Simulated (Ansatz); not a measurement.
Consider the following.

ZnTe (zinc blende)

```cif
data_Te4Zn4
_chemical_formula_sum 'Te4 Zn4'
_space_group_name_H-M_alt 'F-43m'
_space_group_IT_number 216
_space_group_name_Hall 'F -4 2 3'
_cell_length_a 6.17910
_cell_length_b 6.17910
_cell_length_c 6.17910
_cell_angle_alpha 90.000
_cell_angle_beta 90.000
_cell_angle_gamma 90.000
loop_
_atom_site_label
_atom_site_type_symbol
_atom_site_symmetry_multiplicity
_atom_site_Wyckoff_symbol
_atom_site_fract_x
_atom_site_fract_y
_atom_site_fract_z
_atom_site_occupancy
Te1 Te 4 c 0.25000 0.25000 0.25000 1
Zn1 Zn 4 a 0.00000 0.00000 0.00000 1
```
(The calculation used a cell of 2 atoms; values per cell refer to that cell.)

This relaxed cell (volume V₀) is scaled evenly in all directions, its shape held. Symmetry pins the atoms to their sites.

All values below come from PBE (plane waves to 420 eV, PAW, scalar-relativistic; Ansatz, a quantum-chemistry and plane-wave program). k mesh 9×9×9 (Γ-centred), Fermi-Dirac smearing 0.05 eV. The energy includes the smearing's −TS. Compression counts positive. Spin-orbit coupling is left out, though Te is heavy. ZnTe was relaxed with its symmetry unable to fall. ΔE is measured from the relaxed starting cell.

The scan covers V/V₀ from 0.940 to 1.060 in 13 points.

**Question.** What pressure does the cell carry at V/V₀ = 0.940?

**Answer.** 3.10 GPa.

**Question.** What is ΔE at V/V₀ = 1.060?

**Answer.** 12.8 meV/atom.

**Question.** What is ΔE at V/V₀ = 0.940?

**Answer.** 16.1 meV/atom.

(Under strain, the slope of the energy per volume gives the stress and its curvature an elastic modulus.)
